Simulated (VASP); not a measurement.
A run of VASP 6.6.1 is set up as follows.

POSCAR

```
NaCl
1.0
    3.5021900000      0.0000000000      0.0000000000
    0.0000000000      3.5021900000      0.0000000000
    0.0000000000      0.0000000000      3.5021900000
Cl Na
1 1
Direct
    0.5000000000      0.5000000000      0.5000000000
    0.0000000000      0.0000000000      0.0000000000
```

File INCAR.step1:

```
SYSTEM = NaCl
  ALGO = Normal
  EDIFF = 1E-8
  ENCUT = 500
  GGA = PS
  ISMEAR = 0
  LASPH = .TRUE.
  LCHARG = .FALSE.
  LREAL = .FALSE.
  LWAVE = .TRUE.
  NELM = 80
  PREC = Accurate
  SIGMA = 0.01
```

The input INCAR.step2:

```
SYSTEM = NaCl
  ALGO = Exact
  EDIFF = 1E-8
  ENCUT = 500
  GGA = PS
  ISMEAR = 0
  ISTART = 1
  LASPH = .TRUE.
  LCHARG = .FALSE.
  LOPTICS = .TRUE.
  LREAL = .FALSE.
  LWAVE = .TRUE.
  NBANDS = 283
  NELM = 1
  PREC = Accurate
  SIGMA = 0.01
```

File INCAR.step3:

```
SYSTEM = NaCl
  ALGO = EVGW0
  EDIFF = 1E-8
  ENCUT = 500
  ENCUTGW = 200
  GGA = PS
  ISMEAR = 0
  ISTART = 1
  LASPH = .TRUE.
  LCHARG = .FALSE.
  LREAL = .FALSE.
  LWAVE = .FALSE.
  NBANDS = 283
  NBANDSGW = 16
  NELMGW = 1
  NOMEGA = 64
  PREC = Accurate
  PRECFOCK = Fast
  SIGMA = 0.01
```

The input KPOINTS:

```
k-points
0
G
  4 4 4
  0 0 0
```

Potentials or basis: VASP PAW PBE potentials, release 64 (Cl_GW, Na_sv_GW).

The run is started by

```console
$ cat potpaw_PBE.64/Cl_GW/POTCAR potpaw_PBE.64/Na_sv_GW/POTCAR > POTCAR
$ cp INCAR.step1 INCAR
$ mpirun -np 1 vasp_std > vasp.out
$ cp INCAR.step2 INCAR
$ mpirun -np 1 vasp_std > vasp.out
$ cp INCAR.step3 INCAR
$ mpirun -np 1 vasp_std > vasp.out
```

(1) What does it give for the quasiparticle gap?

(2) Predict the least direct quasiparticle gap.

(3) Estimate the band gap on the k mesh, mean-field level.

## Answers

(1) 6.64 eV.

(2) 7.17 eV.

(3) 3.87 eV, indirect (least direct gap 4.37 eV).

Caveat: the k mesh is coarse (spacing up to 0.45 Å⁻¹), so the values aren't converged; bands, screening cutoff and mesh are small and nothing is extrapolated, so the quasiparticle values aren't converged.
